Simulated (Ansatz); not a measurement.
## Te$_{4}$Mo$_{3}$: experiment and calculation

**What was measured.**

“Superconducting properties of pseudobinary telluride Chevrel Phase Mo4Re2Te8”, 2022, arxiv:2206.02515 quotes, for a bulk crystal of Te4Mo3: lattice constant a 10.179 ± 0.001 Å; lattice constant c 11.674 ± 0.002 Å.

The results are compared with them further down.

Method: DFT PBEsol, scalar-relativistic, plane waves, PAW in Ansatz 0.2.0.

Cutoff 420 eV; k points 6×6×6 on the computed 14-atom cell (Γ-centred); Gaussian smearing, width 0.10 eV; no spin polarisation.

Relaxed structure, symmetry kept:

```cif
data_structure
_symmetry_space_group_name_H-M 'R-3:H'
_symmetry_Int_Tables_number 148
_cell_length_a 10.1057
_cell_length_b 10.1057
_cell_length_c 11.7309
_cell_angle_alpha 90.000
_cell_angle_beta 90.000
_cell_angle_gamma 120.000
_cell_volume 1037.52
loop_
_atom_site_label
_atom_site_type_symbol
_atom_site_symmetry_multiplicity
_atom_site_Wyckoff_symbol
_atom_site_fract_x
_atom_site_fract_y
_atom_site_fract_z
_atom_site_occupancy
Te1 Te 6 c 0.00000 0.00000 0.28914 1
Te2 Te 18 f 0.29771 0.33381 0.58140 1
Mo1 Mo 18 f 0.52335 0.35036 0.43080 1
```

```json
{"Space group": "R-3 (No. 148)", "Volume per atom": "24.70 Å³", "Formation energy from the elements' standard states (uncorrected)": "-0.255 eV/atom", "Kohn–Sham band gap": "none (metal)", "Density of states at the Fermi level": "4.61 states/eV per cell", "Löwdin character within 0.5 eV of the Fermi level": "Mo 4d 56 %, Te 5p 39 %", "Bulk modulus": "42 GPa", "Its pressure derivative": "7.7"}
```

Spin-orbit coupling is left out, which matters for the bands of heavy elements.

Against the measured lattice constant a of Te4Mo3, 10.179 Å (quoted in the paper above), the calculated 10.106 Å is off by -0.7 %. Against the measured lattice constant c of Te4Mo3, 11.674 Å (quoted in the paper above), the calculated 11.731 Å is off by +0.5 %. The calculation is for 0 K without zero-point motion.

Cost: 9 runs of about 43 core-minutes in all, on Intel Xeon 6975P-C (Granite Rapids) (shared hosts).